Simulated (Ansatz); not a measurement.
A 2-atom cell of BeSe started from a crystallographic database, relaxed with r2SCAN, was run in Ansatz 0.2.0 under altered settings. All numbers are computed, without spin polarisation but where a row says otherwise.

```
Be Se
1.0
     0.00000    2.58104    2.58104
     2.58104    0.00000    2.58104
     2.58104    2.58104    0.00000
Be Se
1 1
Direct
  0.00000 0.00000 0.00000
  0.25000 0.25000 0.25000
```

The base run's other keys:
```yaml
kpoints:
  mp_grid: { grid: [4, 4, 4] }
hamiltonian:
  xc: hse06
scf:
  occupations: { method: fixed }
  n_extra_bands: 4
```

It takes 11 iterations with 645 plane waves at 420 eV and 8 k points, and leaves a mean stress of -0.24 GPa. The gap over this mesh is 3.499 eV. It ran on 4 threads of Arm Neoverse N1 (shared host).

Outcomes, with energy and stress as changes against the base:
```tsv
setting	outcome	ΔF (meV/atom)	Δ mean stress (GPa)	gap on the mesh (eV)	iterations	wall time
hamiltonian.xc: hf	converged	–	+5.1	9.483	19	6.1 s
hamiltonian.xc: lc_wpbe	converged	–	-1.9	8.113	13	6.9 s
PBE hybrid, exx coeff 0.35, unscreened	converged	–	-0.5	4.835	16	5.4 s
PBE hybrid, exx coeff 1.0, omega 0.5 1/Å	converged	–	-1.8	4.304	17	6.1 s
magnetization.initial_magnetization: 0.5	refused	–	–	–	–	0.59 s
basis.ecutwfc: 250	converged, warned	+215	+0.1	3.534	11	3.2 s
```
A dash marks a value that wasn't obtained or can't be compared. Stress is positive in compression. The base took 5 s.

- hamiltonian.xc: hf. The mean stress moves by +5.1 GPa and the gap on the mesh by +5.984 eV (to 9.483). It's another functional on the same cell, so totals aren't comparable.
- hamiltonian.xc: lc_wpbe. The mean stress moves by -1.9 GPa and the gap on the mesh by +4.614 eV (to 8.113). It's another functional on the same cell, so totals aren't comparable.
- PBE hybrid, exx coeff 0.35, unscreened. That is 35 % exact exchange, at all ranges, against HSE06's 25 % screened at 0.208 1/Å. The mean stress moves by -0.5 GPa and the gap on the mesh by +1.336 eV (to 4.835). Totals of different functionals aren't comparable.
- PBE hybrid, exx coeff 1.0, omega 0.5 1/Å. That is 100 % exact exchange, screened with ω = 0.5 1/Å, against HSE06's 25 % screened at 0.208 1/Å. The mean stress moves by -1.8 GPa and the gap on the mesh by +0.805 eV (to 4.304). Totals of different functionals aren't comparable.
- magnetization.initial_magnetization: 0.5. The program doesn't start. Error: inconsistent input (scf.occupations.method, magnetization): a σ = 0 step fill (method: fixed, or a smearing width below the step floor) with no hard lock on the total moment puts the same N_el/2 bands in each spin channel, which gives a total moment of zero, but the starting moments sum to +0.5000 μB […]
- basis.ecutwfc: 250. 331 plane waves in place of 645. The free energy moves by +215 meV an atom, the mean stress by +0.1 GPa and the gap on the mesh by +0.035 eV (to 3.534). The basis is too small: these are errors of the cutoff. Warned: cutoff below recommended.

The runs are scalar-relativistic, without spin-orbit coupling.

The program warns that its thresholds are loose for a hybrid's stress.

The meshes of the hybrids are coarse, so their gaps aren't converged to the digits shown.
